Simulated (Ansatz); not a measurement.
**Rb (hcp): energy against volume**

Computed with Ansatz, DFT, PBE, plane waves (420 eV) with PAW, scalar-relativistic.

The cell is scaled uniformly from the relaxed one, with fractional coordinates and shape fixed. Energies are extrapolated to zero smearing, pressures are those at the given smearing. Magnetic state: spin not included.

A Birch-Murnaghan fit gives V₀ = 91.37 Å³/atom, B₀ = 2.8 GPa, B₀′ = 3.8.

(1) What are the energy above the minimum and the pressure at 94.969 Å³/atom?

(2) What are the energy above the minimum and the pressure at 98.622 Å³/atom?

(3) What are the energy above the minimum and the pressure at 102.274 Å³/atom?

Answers

(1) 1.2 meV/atom and -0.09 GPa as computed.

(2) 4.4 meV/atom and -0.17 GPa as computed.

(3) 9.4 meV/atom and -0.24 GPa as computed.
